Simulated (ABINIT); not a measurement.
**Ga in ABINIT: the effect of functional**

The system is Ga.

```xyz
1
Lattice="2.7165 0.0000 0.0000 0.0000 2.7165 0.0000 0.0000 0.0000 2.7165" Properties=species:S:1:pos:R:3 pbc="T T T"
Ga    0.0000    0.0000    0.0000
```

The cell was built by a generator and needn't be a form met in nature.

Alike in all runs:

* Program: ABINIT 10.8.3 (patched build)
* Task: single point
* Potentials or basis: JTH PAW PBE v2.0
* Cutoff: 544 eV
* k mesh: 10 × 10 × 10
* Occupations: fermi-dirac, width 0.05 eV
* Spin: no spin polarisation

```tsv
functional	pressure (GPa)
LDA	?
PBEsol	-3.0
RPBE	1.9
BLYP	5.1
AM05	-3.2
r2SCAN	-2.7
SCAN	-3.2
revPBE	1.4
PW91	0.4
WC	-2.7
```

Question: What does the run with functional LDA give?

Answer: Pressure -4.6 GPa.

Caveats: the PAW data sets were made with another functional, which shifts forces and pressure a little.

Runs at the PBE level aren't shown here.
